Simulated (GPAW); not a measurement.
C:

```xyz
1
Lattice="4.2552 0.0000 0.0000 0.0000 4.2552 0.0000 0.0000 0.0000 1.2823" Properties=species:S:1:pos:R:3 pbc="T T T"
C     2.1276    2.1276    0.6411
```

The cell was built by a generator and needn't be a form met in nature.

```yaml
Program: GPAW 26.7.0
Task: relaxation of cell and atoms
Functional: PBE
Potentials_or_basis: GPAW PAW data sets (gpaw-data 1.2.1)
Cutoff: 800 eV
Basis: pw
k_mesh: 6 × 6 × 20
Occupations: fermi-dirac, width 0.05 eV
Spin: no spin polarisation
```

At the start: pressure 0.1 GPa; volume 23.22 Å³/atom.

Problem. Where does the relaxation end?

Solution. Over 11 steps the energy falls by 25.3 meV/atom and the volume is 15.01 Å³/atom (-35.4 %); space group P4/mmm (No. 123, to 0.05 Å).

The path:
```csv
step,energy change (eV),largest force (eV/Å),pressure (GPa),volume (Å³)
1,0.0000,0.0000,0.11,23.22
2,-0.0004,0.0000,-0.83,23.23
3,-0.0007,0.0000,-0.59,23.15
4,-0.0019,0.0000,0.25,22.55
5,-0.0047,0.0000,1.63,20.95
6,-0.0081,0.0000,6.55,16.03
7,-0.0156,0.0000,4.98,15.85
8,-0.0202,0.0000,1.11,14.01
9,-0.0216,0.0000,-3.34,16.74
10,-0.0259,0.0000,-0.02,15.44
11,-0.0253,0.0000,0.10,15.01
```

Final structure:
```
C
1.0
     3.41899    0.00000    0.00000
     0.00000    3.41899    0.00000
     0.00000    0.00000    1.28373
C
1
Direct
  0.50000 0.50000 0.50000
```

Caveat: later steps reuse the first step's grids; the volume moved by over 15 % at a fixed basis, so the end points are rough.
